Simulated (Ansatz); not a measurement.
# Si (Fd-3m) in Ansatz: notebook

Runs on Si. Level: BLYP+D3(BJ). Tasks: single point, equation of state.

Everything below comes from runs of Ansatz 0.2.0. Logs are shortened: lines on timing, memory, paths and dates and some standing lists are left out, and cuts for length are marked.

## 1. Starting point

It takes space group Fd-3m (No. 227, cubic). The conventional cell has a = 5.444 Å, b = 5.444 Å, c = 5.444 Å, α = 90.00°, β = 90.00°, γ = 90.00°. Si (site symmetry -43m) is surrounded by 4 Si at 2.36 Å.

## 2. Single point, BLYP+D3(BJ), 18.95 Å³/atom (volume scaled by 0.94)

File input.yaml:

```yaml
crystal:
  lattice:
    - [0.0, 2.6662876123, 2.6662876123]
    - [2.6662876123, 0.0, 2.6662876123]
    - [2.6662876123, 2.6662876123, 0.0]
  atoms:
    - { symbol: Si, position: [0.5, 0.5, 0.5] }
    - { symbol: Si, position: [0.75, 0.75, 0.75] }
hamiltonian:
  xc: blyp
  pseudopotentials: { kind: paw }
  dispersion: d3bj
kpoints:
  mp_grid: { grid: [8, 8, 8] }
scf:
  occupations: { method: fermi_dirac, width: 0.05 }
output:
  forces: true
  stress: true
  eigenvalues: true
```

Potentials or basis: Ansatz PAW.

The run is started by

```
ansatz run input.yaml --threads 2 --pin off --max-ram 5120MiB --backend cpu --events-out ev --progress --plain --runs-dir out
```

Log:

```text
Warning: RAYON_NUM_THREADS=2 ignored (pool sized by the plan → 2); use --threads N
Engine: ansatz 0.2.0, aarch64-unknown-linux-gnu
Pseudopotentials: kind: paw
Pseudopotential: Si, paw, valence charge 4, recommended cutoff 420 eV (normal), Si.paw.azcp
Functional definition: BLYP
  parameter beta = 0.0042
  parameter a = 0.04918
  parameter b = 0.132
  parameter c = 0.2533
  parameter d = 0.349
  exchange = b88_x(beta = beta)
  correlation = lyp_c(a = a, b = b, c = c, d = d)
Crystal: 2 atoms, lattice volume = 37.910 Å³
Basis set: ecut = 420 eV, 725 PW (Γ), exchange–correlation on 54×54×54 points (8 copies of the dense FFT grid, shifted against one another)
Bands: 8, of which v1, the nominal top of the filled ones, is band 4 counted from 1 (3 counted from 0)
Symmetry: 48 space group operations
Space group: Fd-3m (ITA 227), of the structure as read, at distance tolerance 3.4e-5 Å
k-points: 29 of 512
Non-local potential: Si, projectors of the file, l = 0: 2, l = 1: 2, l = 2: 2
PAW form: soft (Blöchl's): semilocal exchange-correlation on the pseudo side does not see the compensation charge
PAW frozen core: Si, regenerated for the run's functional, and the local potential with it (the file was generated under x = pbe(κ = 0.804, μ = 0.2195149727645171), c = pbe(β = 0.06672455060314922))
PAW one-centre angular grid: Si, 110 points (default); XC on 64 Gauss nodes
Initial density: superposition of atomic densities (neutral atoms: chi_scale 0, normalization atom), corrected by the library's trained network
Initial wavefunctions: pseudopotential atomic-orbital guess
Functional: x = b88, c = lyp
SCF iter   1: F=—  HF=-1280.288754 eV  |F-HF|=—  |Δ(HF+E_count)|=         —  Δρ=7.56e-3  dr2=3.48e-2  ethr=1.77e-3  ⟨swp⟩=6.1  Hψ=2100  notcnv=0
preconditioner: auto → none  [insulator: Δε(μ)=0.847 eV  Ē_g=9.848 eV  σ=0.050 eV  W_gap=1.00  n_scr=8 (ndim 8)  ℏωp=17.1 eV  f_vac=0.000  D(μ)=0.00/eV (n_scr^D=0)  ε∞_Penn≈4.0]
SCF iter   2: F=—  HF=-1280.275092 eV  |F-HF|=—  |Δ(HF+E_count)|=   1.37e-2  Δρ=2.46e-3  dr2=3.53e-3  ethr=4.35e-4  ⟨swp⟩=2.0  Hψ=577  notcnv=0
SCF iter   3: F=—  HF=-1280.273592 eV  |F-HF|=—  |Δ(HF+E_count)|=   1.50e-3  Δρ=1.37e-4  dr2=2.79e-6  ethr=4.41e-5  ⟨swp⟩=2.1  Hψ=356  notcnv=0
SCF iter   4: F=—  HF=-1280.273599 eV  |F-HF|=—  |Δ(HF+E_count)|=   7.38e-6  Δρ=2.52e-5  dr2=8.42e-8  ethr=3.49e-8  ⟨swp⟩=2.0  Hψ=351  notcnv=0
iter 5 did not close the SCF: its close was put off for the readings that it lacked (scf_convergence_deferred on its scf_iter line)
SCF iter   5: F=-1280.273599 eV  HF=-1280.273599 eV  |F-HF|=7.03e-10  |Δ(HF+E_count)|=   3.54e-7  Δρ=1.72e-6  dr2=5.05e-10  ethr=1.05e-9  ⟨swp⟩=2.0  Hψ=351  notcnv=0
SCF iter   6: F=-1280.273599 eV  HF=-1280.273599 eV  |F-HF|=2.96e-12  |Δ(HF+E_count)|=  8.59e-10  Δρ=2.03e-7  dr2=8.52e-12  ethr=6.32e-12  ⟨swp⟩=1.3  Hψ=814  notcnv=0
the search or the solves at the SCF's close seem to have found levels that the self-consistency loop had missed (the run counts 1). By its estimate they hold under 1e-12 electrons; where the run keeps them, the occupations were computed again with them
SCF 1 converged in 6 iterations: F = -1280.273599 eV  dr2 = 8.52e-12
SCF converged after 6 iterations
Free energy (F): -1280.273599 eV
Harris-Foulkes:  -1280.273599 eV  (|F-HF|=2.96e-12)
Internal energy: -1280.273591 eV  (E = F + TS)
E sigma→0 (E₀):  -1280.273595 eV
Entropy (-TS):   -0.000009 eV (-0.004 meV/atom)
Fermi energy:    7.552712 eV
--- Per-component energies (eV) ---
  E_band       = 16.371420
  E_kinetic    = 83.846177
  E_local      = -54.942643  (includes V_loc(G=0)·N_el)
  E_nonlocal   = 54.960495
  E_hartree    = 15.170819
  E_xc         = -109.427771
  E_vxc        = -91.832493  (∫ρ·V_xc dr)
  E_paw        = -1035.694215  (= ΣΔE_a)
  E_vpaw       = -6.001769  (= ΣTr[D̂ρ^β])
  E_aug_tail   = 0.000011  (compensation charges beyond the density's cutoff)
  E_ewald      = -232.737029
  E_disp       = -1.478330  (pairwise vdW)
  E_core_change = 0.028896  (= ΣΔE_core)
  E_smearing   = -0.000009  (= −TS)
  E_closure    = 0.000000  (closes the sum)
  Σ components = -1280.273599   (vs F -1280.273599, Δ=0.00e0)
--- Forces (eV/Å), atoms counted from 1 ---
  atom   1  Si     0.00000000    -0.00000000     0.00000000
  atom   2  Si    -0.00000000     0.00000000     0.00000000
  max |Σ_I F_I| component: 3.70e-17 eV/Å
--- Stress (GPa, compression-positive) ---
        4.446763      -0.000000      -0.000000
       -0.000000       4.446763      -0.000000
       -0.000000      -0.000000       4.446763
  P = ⅓ Tr σ = 4.4468 GPa (44.468 kbar)
--- Band table (eV; the first three rows and the last of 29) ---
  k-point 0: bands = ["-5.0486", "7.1991", "7.1991", "7.1991", "9.9206", "9.9206", "9.9206", "11.1596"]
  k-point 1: bands = ["-4.8368", "5.6139", "6.9089", "6.9089", "9.9491", "10.3529", "10.3529", "12.4088"]
  k-point 2: bands = ["-4.2187", "3.2351", "6.4316", "6.4316", "9.5109", "10.8783", "10.8783", "14.6000"]
  k-point 28: bands = ["-0.5761", "-0.5761", "3.2642", "3.2642", "11.6423", "11.6423", "12.5081", "12.5081"]
```

Run time: 0.68 s. Hardware: 2 threads of Arm Neoverse V1, shared host; peak memory 0.27 GiB.

Results:

```
Free energy            : -1280.2736 eV
Pressure               : 4.4 GPa
Band gap on the k mesh : 0.75 eV, indirect (least direct gap 2.72 eV)
```

Caveat: the PAW data sets come from PBE, with cores solved anew for the run's functional, which leaves a small shift of forces and pressure.

## 3. Single point, BLYP+D3(BJ), 19.36 Å³/atom (volume scaled by 0.96)

input.yaml, as its differences from that of step 2:

```diff
@@ -2,5 +2,5 @@
   lattice:
-    - [0.0, 2.6662876123, 2.6662876123]
-    - [2.6662876123, 0.0, 2.6662876123]
-    - [2.6662876123, 2.6662876123, 0.0]
+    - [0.0, 2.6850649043, 2.6850649043]
+    - [2.6850649043, 0.0, 2.6850649043]
+    - [2.6850649043, 2.6850649043, 0.0]
   atoms:
```

Potentials or basis: Ansatz PAW.

The run is started by

```
ansatz run input.yaml --threads 2 --pin off --max-ram 5120MiB --backend cpu --events-out ev --progress --plain --runs-dir out
```

Run time: 0.57 s. Hardware: 2 threads of Arm Neoverse V1, shared host; peak memory 0.27 GiB.

The run converged. Its results:

```yaml
Free_energy: -1280.2904 eV
Pressure: 2.3 GPa
Band_gap_on_the_k_mesh: 0.78 eV, indirect (least direct gap 2.71 eV)
```

Caveat: the PAW data sets come from PBE, with cores solved anew for the run's functional, which leaves a small shift of forces and pressure.

## 4. Single point, BLYP+D3(BJ), 19.76 Å³/atom (volume scaled by 0.98)

input.yaml, as its differences from that of step 3:

```diff
@@ -2,5 +2,5 @@
   lattice:
-    - [0.0, 2.6850649043, 2.6850649043]
-    - [2.6850649043, 0.0, 2.6850649043]
-    - [2.6850649043, 2.6850649043, 0.0]
+    - [0.0, 2.7035831784, 2.7035831784]
+    - [2.7035831784, 0.0, 2.7035831784]
+    - [2.7035831784, 2.7035831784, 0.0]
   atoms:
@@ -20 +20,5 @@
   eigenvalues: true
+  write_density: true
+  write_potential: true
+  elf: true
+  volumetric_format: npy
```

The run is started by

```
ansatz run input.yaml --threads 2 --pin off --max-ram 5120MiB --backend cpu --events-out ev --progress --plain --runs-dir out
```

Wall time 0.72 s (2 threads of Arm Neoverse V1, shared host); peak memory 0.27 GiB.

The run converged. Its results:

```yaml
Free_energy: -1280.2967 eV
Pressure: 0.3 GPa
Band_gap_on_the_k_mesh: 0.81 eV, indirect (least direct gap 2.70 eV)
```

Caveat: the PAW data sets come from PBE, with cores solved anew for the run's functional, which leaves a small shift of forces and pressure.

## 5. Single point, BLYP+D3(BJ), 20.16 Å³/atom

input.yaml, as its differences from that of step 4:

```diff
@@ -2,5 +2,5 @@
   lattice:
-    - [0.0, 2.7035831784, 2.7035831784]
-    - [2.7035831784, 0.0, 2.7035831784]
-    - [2.7035831784, 2.7035831784, 0.0]
+    - [0.0, 2.7218511865, 2.7218511865]
+    - [2.7218511865, 0.0, 2.7218511865]
+    - [2.7218511865, 2.7218511865, 0.0]
   atoms:
```

The run is started by

```
ansatz run input.yaml --threads 2 --pin off --max-ram 5120MiB --backend cpu --events-out ev --progress --plain --runs-dir out
```

It took 0.72 s on 2 threads of Arm Neoverse V1, shared host; peak memory 0.27 GiB.

Results (log left out):

```yaml
Free_energy: -1280.2940 eV
Pressure: -1.4 GPa
Band_gap_on_the_k_mesh: 0.84 eV, indirect (least direct gap 2.69 eV)
```

Caveat: the PAW data sets come from PBE, with cores solved anew for the run's functional, which leaves a small shift of forces and pressure.

## 6. Single point, BLYP+D3(BJ), 20.57 Å³/atom (volume scaled by 1.02)

File input.yaml:

```yaml
crystal:
  lattice:
    - [0.0, 2.7398772164, 2.7398772164]
    - [2.7398772164, 0.0, 2.7398772164]
    - [2.7398772164, 2.7398772164, 0.0]
  atoms:
    - { symbol: Si, position: [0.5, 0.5, 0.5] }
    - { symbol: Si, position: [0.75, 0.75, 0.75] }
hamiltonian:
  xc: blyp
  pseudopotentials: { kind: paw }
  dispersion: d3bj
kpoints:
  mp_grid: { grid: [8, 8, 8] }
scf:
  occupations: { method: fermi_dirac, width: 0.05 }
output:
  forces: true
  stress: true
  eigenvalues: true
```

Potentials or basis: Ansatz PAW.

The run is started by

```
ansatz run input.yaml --threads 2 --pin off --max-ram 5120MiB --backend cpu --events-out ev --progress --plain --runs-dir out
```

Run time: 0.59 s. Hardware: 2 threads of Arm Neoverse V1, shared host; peak memory 0.27 GiB.

The run converged. Its results:

```yaml
Free_energy: -1280.2833 eV
Pressure: -2.8 GPa
Band_gap_on_the_k_mesh: 0.87 eV, indirect (least direct gap 2.66 eV)
```

Caveat: the PAW data sets come from PBE, with cores solved anew for the run's functional, which leaves a small shift of forces and pressure.

## 7. Single point, BLYP+D3(BJ), 20.97 Å³/atom (volume scaled by 1.04)

input.yaml, as its differences from that of step 6:

```diff
@@ -2,5 +2,5 @@
   lattice:
-    - [0.0, 2.7398772164, 2.7398772164]
-    - [2.7398772164, 0.0, 2.7398772164]
-    - [2.7398772164, 2.7398772164, 0.0]
+    - [0.0, 2.7576691254, 2.7576691254]
+    - [2.7576691254, 0.0, 2.7576691254]
+    - [2.7576691254, 2.7576691254, 0.0]
   atoms:
```

The run is started by

```
ansatz run input.yaml --threads 2 --pin off --max-ram 5120MiB --backend cpu --events-out ev --progress --plain --runs-dir out
```

It took 0.59 s on 2 threads of Arm Neoverse V1, shared host; peak memory 0.27 GiB.

The run converged. Its results:

- Free energy: -1280.2660 eV
- Pressure: -4.0 GPa
- Band gap on the k mesh: 0.89 eV, indirect (least direct gap 2.58 eV)

Caveat: the PAW data sets come from PBE, with cores solved anew for the run's functional, which leaves a small shift of forces and pressure.

## 8. Single point, BLYP+D3(BJ), 21.37 Å³/atom (volume scaled by 1.06)

input.yaml, as its differences from that of step 7:

```diff
@@ -2,5 +2,5 @@
   lattice:
-    - [0.0, 2.7576691254, 2.7576691254]
-    - [2.7576691254, 0.0, 2.7576691254]
-    - [2.7576691254, 2.7576691254, 0.0]
+    - [0.0, 2.7752343705, 2.7752343705]
+    - [2.7752343705, 0.0, 2.7752343705]
+    - [2.7752343705, 2.7752343705, 0.0]
   atoms:
```

The run is started by

```
ansatz run input.yaml --threads 2 --pin off --max-ram 5120MiB --backend cpu --events-out ev --progress --plain --runs-dir out
```

It took 0.58 s on 2 threads of Arm Neoverse V1, shared host; peak memory 0.27 GiB.

The run converged. Its results:

```
Free energy            : -1280.2432 eV
Pressure               : -5.0 GPa
Band gap on the k mesh : 0.92 eV, indirect (least direct gap 2.49 eV)
```

Caveat: the PAW data sets come from PBE, with cores solved anew for the run's functional, which leaves a small shift of forces and pressure.

## 9. Equation of state, BLYP+D3(BJ)

Potentials or basis: Ansatz PAW.

No new run: the results of the series are fitted here.

Results:

```yaml
Equilibrium_volume: 19.83 Å³/atom
Bulk_modulus: 86 GPa
Pressure_derivative_of_the_bulk_modulus: "6.5 (rough: it moves with the points fitted)"
```

Energy against volume, from the lowest point:
```
volume (Å³/atom)  energy (meV/atom)
          18.955              11.57
          19.358               3.19
          19.761               0.00
          20.165               1.37
          20.568               6.70
          20.971              15.38
          21.375              26.79
```

Caveat: the potentials were made for another functional, which shifts forces and pressure.
